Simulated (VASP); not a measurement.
A run of VASP 6.6.1 is set up as follows.

Contents of INCAR:

```
ALGO     = Normal         # electronic algorithm
EDIFF    = 1E-7           # SCF threshold, eV
EDIFFG   = -0.002         # ionic threshold
ENCUT    = 520            # plane-wave cutoff, eV
GGA      = PE             # functional
IBRION   = 2              # ionic algorithm
ISIF     = 3              # what is computed and relaxed
ISMEAR   = 0              # smearing method
IVDW     = 12             # dispersion correction
LASPH    = True           # aspherical terms in the spheres
LCHARG   = False          # write CHGCAR
LREAL    = False          # projectors in reciprocal space
LWAVE    = False          # write WAVECAR
NELM     = 80             # most SCF steps
NSW      = 80             # ionic steps
PREC     = Accurate       # precision mode
SIGMA    = 0.1            # smearing width, eV
```

File KPOINTS:

```
k-points
0
Gamma
  18 18 10
```

File POSCAR:

```
Ti
1.0
    2.9500000000      0.0000000000      0.0000000000
   -1.4750000000      2.5547749400      0.0000000000
    0.0000000000      0.0000000000      4.6800000000
Ti
2
Direct
    0.3333333300      0.6666666700      0.2500000000
    0.6666666700      0.3333333300      0.7500000000
```

Potentials or basis: VASP PAW PBE potentials, release 64 (Ti_sv).

Run with:

```sh
$ cat potpaw_PBE.64/Ti_sv/POTCAR > POTCAR
$ mpirun -np 1 vasp_std > vasp.out
```

Problem. What does it give for the relaxed cell?

Solution. a = 2.884 Å, b = 2.884 Å, c = 4.570 Å, α = 90.00°, β = 90.00°, γ = 120.00°.

Problem. Predict the space group after relaxing (to 0.05 Å).

Solution. P6_3/mmc (No. 194).

Step by step:
```
step  energy change (eV)  largest force (eV/Å)  pressure (GPa)  volume (Å³)
   1              0.0000                0.0000           -7.41        35.27
   2             -0.0241                0.0000            6.74        31.27
   3             -0.0575                0.0000           -0.04        32.92
   4             -0.0575                0.0000            0.12        32.88
   5             -0.0575                0.0000           -0.08        32.93
   6             -0.0575                0.0000            0.00        32.91
```

Caveat: pairwise dispersion overbinds metals, which lowers pressure and volume.
